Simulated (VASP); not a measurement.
# MgS and the effect of the dispersion correction

The cell as given:

```
CELL_PARAMETERS angstrom
0.00000 2.60165 2.60165
2.60165 0.00000 2.60165
2.60165 2.60165 0.00000
ATOMIC_POSITIONS crystal
S 0.50000 0.50000 0.50000
Mg 0.00000 0.00000 0.00000
```

Kept alike: task relaxation of cell and atoms; functional PBE; k mesh 9 × 9 × 9; occupations fermi-dirac, width 0.05 eV; no spin polarisation. Program: VASP, PBE PAW files Mg, S, 600 eV. The mesh is that of the run's cell of 2 atoms. No spin-orbit coupling.

| dispersion correction | volume (Å³/atom) |
| --- | --- |
| D2 | 17.374 |
| D3(zero) | 17.471 |
| D3(BJ) | 17.065 |
| D4 | 17.225 |
| MBD | 16.879 |
| MBD-FI | 17.187 |
| TS | 17.287 |
| TS-HI | 17.423 |
| dDsC | 17.228 |
| none | 17.813 |
| rVV10 (b = 10) | 17.646 |

The relaxations keep at least the cell's symmetry (Fm-3m). Relaxations stop with a little pressure left, so the last digits of a volume or edge aren't settled.

What does the dispersion correction change here?

The volume runs from 16.879 (MBD) to 17.813 Å³/atom (none). Against no correction: D2 -2.5 %; D3(zero) -1.9 %; D3(BJ) -4.2 %; D4 -3.3 %; MBD -5.2 %; MBD-FI -3.5 %; TS -3.0 %; TS-HI -2.2 %; dDsC -3.3 %; rVV10 (b = 10) -0.9 %. Dispersion terms mostly attract and so lower the volume; the schemes' coefficients and damping set how far.

Every dispersion scheme contracts MgS, but the choice of scheme matters about as much as whether one is used. Cohesion in this rock-salt sulfide is mainly electrostatic, balanced by short-range repulsion, so dispersion is a secondary attraction, carried largely by the polarisable sulfide ions. Mg loses its diffuse 3s electrons on ionisation and becomes far less polarisable, so coefficients based on neutral atoms probably overbind here. In line with this, the contraction shrinks from TS to TS-HI and from MBD to MBD-FI, where ionic character is better represented. Charge state isn't the whole story: D3(zero) and D3(BJ) differ by a similar amount through damping alone, which acts strongly at nearest-neighbour distances in a dense solid.

The measured volume is known to lie only slightly below the uncorrected PBE value, so the large contractions with MBD and D3(BJ) overshoot. A modest correction such as rVV10 suits the volume better, though that agreement may partly offset PBE's usual underbinding and doesn't establish a more accurate dispersion energy.
